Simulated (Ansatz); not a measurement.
This guess for Al is about to be relaxed.

```xyz
4
Lattice="6.0168 0.0000 0.0000 0.0000 6.0168 0.0000 0.0000 0.0000 2.4930" Properties=species:S:1:pos:R:3 pbc="T T T"
Al    1.2457    3.0084    0.0000
Al    4.7710    3.0084    0.0000
Al    3.0084    1.2457    0.0000
Al    3.0084    4.7710    0.0000
```

Computed with Ansatz 0.2.0, DFT PBE, scalar-relativistic, plane waves, PAW. Cutoff 420 eV, Gaussian smearing, Γ-centred meshes. Cell and atoms relax first on a coarse mesh and then on a finer one. In between, the cell is made exact in the group found at 0.06 Å. In metals the finer mesh still leaves noise of several meV/atom or more. The steps can't lower the symmetry of their start. No spin polarisation.

A guess keeps its type if space group and coordination stay and the shape of the cell changes little (axis ratios within about 15 %, angles within 6°); the volume may change.

Question: Does it keep its structure type, or change into something else?

Answer: It keeps its type. The symmetry stays P4/mmm (No. 123). The volume per atom grows by 22.6 %, from 22.6 to 27.7 Å³. The shortest distance goes from 2.49 Å (Al–Al) to 2.64 Å (Al–Al). The ratio c/a of the conventional cell changes by a factor of 1.03. Counting neighbours within 15 % of an atom's shortest distance, the start has Al 5 and the end Al 5.

Energies count from the standard state of Al at the same level.

Question: At what energy does it end?

Answer: +0.54 eV/atom. It lies above the standard state, so it could only be metastable.

The last run used an 8×8×16 mesh (in the run's order of axes) for its 4-atom cell and Gaussian smearing of 0.10 eV. Symmetry constrained the relaxation, so the result can be a saddle point. Another cell of Al relaxed alike, in P6_3/mmc, lies 0.51 eV/atom lower, so this cell isn't the stable form at this level.
